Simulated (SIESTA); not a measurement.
Crystal: V.

```
CELL_PARAMETERS angstrom
-1.51435 1.51435 1.51435
1.51435 -1.51435 1.51435
1.51435 1.51435 -1.51435
ATOMIC_POSITIONS crystal
V 0.00000 0.00000 0.00000
```

Base run:

- Program: SIESTA 5.4.2
- Functional: RPBE
- Potentials or basis: PseudoDojo 0.4 standard (PBE files)
- Basis: DZP (energy shift 0.003 Ry; two zetas on semicore shells)
- Grid cutoff: 800 Ry
- Energy shift: 0.003 Ry
- k mesh: 12 × 12 × 12
- Occupations: fermi-dirac, width 0.05 eV
- Spin: collinear spin, ferromagnetic start
- Starting moments: [2.0] μB

Its results: band gap on the k mesh none (metal or under the smearing width); pressure -1.1 GPa; net moment 0.00 μB per cell.

Task: After a change of settings the same cell gave: band gap on the k mesh none (metal or under the smearing width); pressure -0.1 GPa; net moment 0.00 μB per cell. Which change was it?
A. functional from RPBE to WC; potentials or basis from PseudoDojo 0.4 standard (PBE files) to PseudoDojo 0.4 standard (PBEsol files)
B. functional from RPBE to PBEsol; potentials or basis from PseudoDojo 0.4 standard (PBE files) to PseudoDojo 0.4 standard (PBEsol files)
C. functional from RPBE to BLYP
D. functional from RPBE to AM05; potentials or basis from PseudoDojo 0.4 standard (PBE files) to PseudoDojo 0.4 standard (PBEsol files)

Result: C.

Caveats: the potentials were made for another functional, which shifts forces and pressure; the basis of atomic orbitals isn't converged, which shifts pressures, moduli and gaps.

Runs at the PBE level aren't shown here.
